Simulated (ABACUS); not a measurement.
Crystal: SnSe.

```
CELL_PARAMETERS angstrom
11.42000 0.00000 0.00000
0.00000 4.19000 0.00000
0.00000 0.00000 4.46000
ATOMIC_POSITIONS crystal
Sn 0.87700 0.75000 0.90900
Sn 0.62300 0.25000 0.40900
Sn 0.37700 0.75000 0.59100
Sn 0.12300 0.25000 0.09100
Se 0.64300 0.75000 0.98400
Se 0.85700 0.25000 0.48400
Se 0.14300 0.75000 0.51600
Se 0.35700 0.25000 0.01600
```

* Program: ABACUS 3.10.1
* Task: relaxation of cell and atoms
* Functional: PBE
* Potentials or basis: PseudoDojo NC SR 0.4.1 PBE standard
* Cutoff: 1361 eV
* Density cutoff: 5442 eV
* Basis: DZP LCAO (the cutoffs set its grid)
* k mesh: 2 × 4 × 4
* Occupations: fermi-dirac, width 0.05 eV
* Spin: no spin polarisation

At the start: pressure 3.7 GPa; volume 26.68 Å³/atom.

Q: Where does the relaxation end?

A: Over 31 steps the energy falls by 28.1 meV/atom and the volume is 28.49 Å³/atom (+6.8 %); space group Pnma (No. 62, to 0.05 Å).

The path:
| step | energy change (eV) | largest force (eV/Å) | pressure (GPa) | volume (Å³) |
| --- | --- | --- | --- | --- |
| 1 | 0.0000 | 0.5150 | 3.71 | 213.41 |
| 2 | -0.1545 | 0.2959 | -1.60 | 233.70 |
| 3 | -0.2076 | 0.0780 | -0.03 | 226.27 |
| 4 | -0.2126 | 0.0617 | 0.03 | 226.31 |
| 5 | -0.2164 | 0.0718 | 0.10 | 226.36 |
| 6 | -0.2184 | 0.0471 | 0.00 | 227.08 |
| 7 | -0.2194 | 0.0302 | -0.10 | 227.79 |
| 8 | -0.2207 | 0.0242 | -0.02 | 227.70 |
| 9 | -0.2218 | 0.0399 | 0.10 | 227.56 |
| 10 | -0.2227 | 0.0300 | -0.06 | 228.37 |
| 11 | -0.2227 | 0.0301 | -0.05 | 228.34 |
| 12 | -0.2230 | 0.0212 | -0.03 | 228.26 |
| 13 | -0.2238 | 0.0142 | 0.00 | 228.15 |
| 14 | -0.2238 | 0.0150 | 0.00 | 228.09 |
| 15 | -0.2241 | 0.0192 | 0.02 | 227.90 |
| 16 | -0.2242 | 0.0166 | 0.01 | 227.94 |
| 17 | -0.2243 | 0.0140 | -0.02 | 228.05 |
| 18 | -0.2243 | 0.0129 | -0.01 | 228.01 |
| 19 | -0.2244 | 0.0100 | 0.02 | 227.87 |
| 20 | -0.2244 | 0.0105 | 0.01 | 227.90 |
| 21 | -0.2244 | 0.0121 | 0.00 | 227.98 |
| 22 | -0.2244 | 0.0120 | 0.00 | 227.98 |
| 23 | -0.2244 | 0.0116 | 0.00 | 227.95 |
| 24 | -0.2244 | 0.0116 | 0.00 | 227.97 |
| 25 | -0.2244 | 0.0117 | -0.01 | 228.02 |
| 26 | -0.2244 | 0.0114 | -0.01 | 228.00 |
| 27 | -0.2244 | 0.0107 | 0.01 | 227.95 |
| 28 | -0.2244 | 0.0107 | 0.00 | 227.97 |
| 29 | -0.2245 | 0.0110 | -0.01 | 228.02 |
| 30 | -0.2245 | 0.0106 | 0.00 | 227.99 |
| 31 | -0.2246 | 0.0096 | 0.02 | 227.92 |

Final structure:
```
Sn Se
1.0
    11.99018    0.00000    0.00000
     0.00000    4.28748    0.00000
     0.00000    0.00000    4.43359
Sn Se
4 4
Direct
  0.87623 0.75000 0.90444
  0.62377 0.25000 0.40444
  0.37622 0.75000 0.59556
  0.12377 0.25000 0.09556
  0.64334 0.75000 0.97483
  0.85666 0.25000 0.47483
  0.14334 0.75000 0.52517
  0.35666 0.25000 0.02517
```

Caveat: the k mesh is coarse (spacing up to 0.37 Å⁻¹), so the values aren't converged; the atomic orbitals were generated for these runs and aren't a published set; this functional lacks dispersion, which binds the layers, so the pressure and a relaxed spacing across them are unreliable; the basis of atomic orbitals isn't converged, which shifts pressures, moduli and gaps.
